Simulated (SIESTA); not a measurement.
Crystal: TePb.

```
Pb Te
1.0
     0.00000    3.23100    3.23100
     3.23100    0.00000    3.23100
     3.23100    3.23100    0.00000
Pb Te
1 1
Direct
  0.00000 0.00000 0.00000
  0.50000 0.50000 0.50000
```

Base run:

```yaml
Program: SIESTA 5.4.2
Functional: PBE
Potentials_or_basis: PseudoDojo 0.4 standard (PBE files)
Basis: TZDP (energy shift 0.002 Ry)
Grid_cutoff: 500 Ry
Energy_shift: 0.002 Ry
k_mesh: 7 × 7 × 7
Occupations: fermi-dirac, width 0.05 eV
Spin: no spin polarisation
```

Its results: pressure 2.6 GPa.

Question: After a change of settings the same cell gave: pressure 5.7 GPa. Which change was it?
A. functional from PBE to OLYP; basis from TZDP (energy shift 0.002 Ry) to DZP (energy shift 0.002 Ry; radii capped at 9.5 bohr)
B. basis from TZDP (energy shift 0.002 Ry) to DZP (energy shift 0.003 Ry; two zetas on semicore shells); energy shift from 0.002 Ry to 0.003 Ry
C. functional from PBE to vdW-DF-cx; basis from TZDP (energy shift 0.002 Ry) to DZP (energy shift 0.002 Ry)
D. basis from TZDP (energy shift 0.002 Ry) to SZ (energy shift 0.002 Ry)

Answer: D.

Caveats: the basis of atomic orbitals isn't converged, which shifts pressures, moduli and gaps; semicore shells carry a single zeta, which can move pressures by several GPa and volumes by a few percent (some runs); the basis has no polarisation orbitals (some runs).

Not every run made on this cell is shown here.
